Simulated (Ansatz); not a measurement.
Here is an Ansatz 0.2.0 calculation.

input.yaml

```yaml
crystal:
  lattice:
    - [2.1542, 1.2437279499, 3.758]
    - [-2.1542, 1.2437279499, 3.758]
    - [0.0, -2.4874558998, 3.758]
  atoms:
    - { symbol: Sb, position: [0.76651, 0.76651, 0.76651] }
    - { symbol: Sb, position: [0.23349, 0.23349, 0.23349] }
hamiltonian:
  xc: pbe
  pseudopotentials: { kind: paw }
kpoints:
  mp_grid: { grid: [8, 8, 8] }
scf:
  occupations: { method: fermi_dirac, width: 0.05 }
output:
  forces: true
  stress: true
  eigenvalues: true
  write_density: true
  write_potential: true
  elf: true
  volumetric_format: npy
relax:
  f_tol: 0.01
  max_steps: 40
  cell: { stress_tol: 0.05 }
```

Potentials or basis: Ansatz PAW.

Run with:

```console
$ ansatz run input.yaml --threads 2 --pin off --max-ram 5632MiB --backend cpu --events-out ev --progress --plain --runs-dir out
```

(1) Predict the relaxed volume.

(2) What does it give for the band gap on the k mesh?

Results:

(1) 31.93 Å³/atom.

(2) none (metal or under the smearing width).
